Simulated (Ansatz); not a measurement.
# TaN: the cost of one run

Method: DFT PBEsol, scalar-relativistic, plane waves, PAW, in Ansatz 0.2.0.

**1. The starting structure**

The structure is hexagonal, space group P-62m (No. 189). The conventional cell has a = 5.196 Å, b = 5.196 Å, c = 2.911 Å, α = 90.00°, β = 90.00°, γ = 120.00°. Around Ta (site symmetry -6) lie 6 N at 2.16 Å. Ta (site symmetry -62m) is surrounded by 3 N at 2.04 Å. N (site symmetry m2m) has 5 Ta at 2.04 to 2.16 Å as nearest neighbours.

Structure file:

```
CELL_PARAMETERS angstrom
5.19600 0.00000 0.00000
-2.59800 4.49987 0.00000
0.00000 0.00000 2.91100
ATOMIC_POSITIONS crystal
Ta 0.33333 0.66667 0.50000
Ta 0.66667 0.33333 0.50000
Ta 0.00000 0.00000 0.00000
N 0.39285 0.00000 0.00000
N 0.60715 0.60715 0.00000
N 0.00000 0.39285 0.00000
```

The structure comes from the Crystallography Open Database.

(A quick probe on a coarse mesh, which set the mesh and smearing, is not shown.)

**3. Reference: the cell as listed**

File input.yaml:

```yaml
crystal:
  lattice:
    - [5.1960008669, 0.0, 0.0]
    - [-2.5980004334, 4.4998687488, 0.0]
    - [0.0, 0.0, 2.911]
  atoms:
    - { symbol: Ta, position: [0.3333333333, 0.6666666667, 0.5] }
    - { symbol: Ta, position: [0.6666666667, 0.3333333333, 0.5] }
    - { symbol: Ta, position: [0.0, 0.0, 0.0] }
    - { symbol: "N", position: [0.39285, 0.0, 0.0] }
    - { symbol: "N", position: [0.60715, 0.60715, 0.0] }
    - { symbol: "N", position: [0.0, 0.39285, 0.0] }
basis:
  ecutwfc: 420
kpoints:
  mp_grid: { grid: [9, 9, 12] }
hamiltonian:
  xc: pbesol
scf:
  occupations: { method: gaussian, width: 0.1 }
output:
  forces: true
  stress: true
  eigenvalues: true
  populations: true
```

Q: Estimate wall time and peak memory on 1 thread of an x86-64 CPU, shared host.

About 19 s, with a peak of 0.47 GiB.
